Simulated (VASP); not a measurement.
**Bi2TeSe2 (Skippenite) under changes of volume**

One of the cells (28.911 Å³/atom); the others are scaled copies at fixed shape and fractional positions:

```
CELL_PARAMETERS angstrom
2.09724 1.21084 9.48735
-2.09724 1.21084 9.48735
0.00000 -2.42168 9.48735
ATOMIC_POSITIONS crystal
Bi 0.59332 0.59332 0.59332
Bi 0.40668 0.40668 0.40668
Te 0.00000 0.00000 0.00000
Se 0.79344 0.79344 0.79344
Se 0.20656 0.20656 0.20656
```

| Item | Value |
| --- | --- |
| Program | VASP 6.6.1 |
| Functional | LDA |
| Potentials or basis | VASP PAW LDA potentials, release 64 (Bi_d, Te, Se) |
| Cutoff | 520 eV |
| k mesh | 6 × 6 × 6 |
| Occupations | gaussian, width 0.02 eV |
| Spin | no spin polarisation |

```csv
volume (Å³/atom),energy over the lowest point (meV/atom),pressure (GPa),largest force (eV/Å)
27.754,10.19,2.9,0.285
28.333,2.47,1.3,0.140
28.911,0.00,0.0,0.017
29.489,2.22,-1.3,0.122
30.067,?,?,?
```

Q: What does the run at 30.067 Å³/atom give?

A: Energy over the lowest point 8.65 meV/atom; pressure -2.4 GPa; largest force 0.239 eV/Å.

Worked out: A Birch-Murnaghan fit of order 2 (a polynomial in V^(-2/3)) to the other rows has its minimum at 28.92 Å³/atom with B0 = V·E''(V) = 65 GPa at fixed shape and positions, which overstates the stiffness. It gives 8.72 meV/atom at 30.067 Å³/atom, against the run's 8.65, and -dE/dV = -2.4 GPa, against -2.4.

Energies are extrapolated to zero smearing.
